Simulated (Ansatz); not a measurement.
SnO:

```
Sn O
1.0
     3.81370    0.00000    0.00000
     0.00000    3.81370    0.00000
     0.00000    0.00000    4.88691
Sn O
2 2
Direct
  0.50000 0.00000 0.76463
  0.00000 0.50000 0.23537
  0.00000 0.00000 0.00000
  0.50000 0.50000 0.00000
```

The cell is a database's computed one.

* Program: Ansatz 0.2.0
* Task: relaxation of cell and atoms
* Functional: HISS
* Potentials or basis: Ansatz PAW
* Cutoff: 420 eV (not typed: the program's choice for these potentials)
* k mesh: 4 × 4 × 3
* Occupations: fermi-dirac, width 0.05 eV
* Spin: no spin polarisation

At the start: volume 17.77 Å³/atom.

**Question.** Where does the relaxation end?

**Answer.** It ends after 8 steps and the volume is 17.81 Å³/atom (+0.2 %); space group P4/nmm (No. 129, to 0.05 Å).

Step by step:
```tsv
step	energy change (eV)	largest force (eV/Å)	volume (Å³)
1	0.0000	0.5757	71.08
2	-0.0057	0.5654	71.94
3	-0.0266	0.0039	70.77
4	-0.0269	0.0042	70.87
5	-0.0266	0.0009	71.05
6	-0.0270	0.0009	71.05
7	-0.0266	0.0007	71.24
8	-0.0273	0.0008	71.24
```

Final structure:
```cif
data_structure
_symmetry_space_group_name_H-M 'P 1'
_symmetry_Int_Tables_number 1
_cell_length_a 3.7725
_cell_length_b 3.7725
_cell_length_c 5.0058
_cell_angle_alpha 90.000
_cell_angle_beta 90.000
_cell_angle_gamma 90.000
_cell_volume 71.24
loop_
_atom_site_label
_atom_site_type_symbol
_atom_site_fract_x
_atom_site_fract_y
_atom_site_fract_z
_atom_site_occupancy
Sn1 Sn 0.50000 0.00000 0.77245 1
Sn2 Sn 0.00000 0.50000 0.22755 1
O1 O 0.00000 0.00000 0.00000 1
O2 O 0.50000 0.50000 0.00000 1
```

Caveat: the k mesh is coarse (spacing up to 0.43 Å⁻¹), so the values aren't converged, least of all with exact exchange; the plane-wave basis is chosen anew once the cell has moved, so the energies of steps on either side of that aren't comparable; the pressure holds a Pulay correction of +0.4 GPa for the finite cutoff; the PAW data sets come from PBE, with cores solved anew for the run's functional, which leaves a small shift of forces and pressure.
